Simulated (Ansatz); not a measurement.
The system is HfB2.

```
CELL_PARAMETERS angstrom
3.14000 0.00000 0.00000
-1.57000 2.71932 0.00000
0.00000 0.00000 3.48000
ATOMIC_POSITIONS crystal
Hf 0.00000 0.00000 0.00000
B 0.66667 0.33333 0.50000
B 0.33333 0.66667 0.50000
```

Base run:

- Program: Ansatz 0.2.0
- Functional: PBEsol
- Potentials or basis: Ansatz PAW
- Cutoff: 420 eV (not typed: the program's choice for these potentials)
- k mesh: 10 × 10 × 8
- Occupations: fermi-dirac, width 0.05 eV
- Spin: no spin polarisation
- Hubbard terms: Hf d U = 8 eV

Its results: band gap on the k mesh none (metal or under the smearing width); pressure 4.7 GPa.

Task: After a change of settings the same cell gave: band gap on the k mesh none (metal or under the smearing width); pressure -2.4 GPa. Which change was it?
A. hubbard terms from Hf d U = 8 eV to Hf d U = 2 eV
B. hubbard terms from Hf d U = 8 eV to Hf d U = 4 eV
C. hubbard terms from Hf d U = 8 eV to none; hubbard projectors from ortho-atomic (the default) to none

Result: A.

Caveats: U without spin polarisation on a metal has little footing; the PAW data sets come from PBE, with cores solved anew for the run's functional, which leaves a small shift of forces and pressure; the U is typed as a test and isn't derived for this compound.
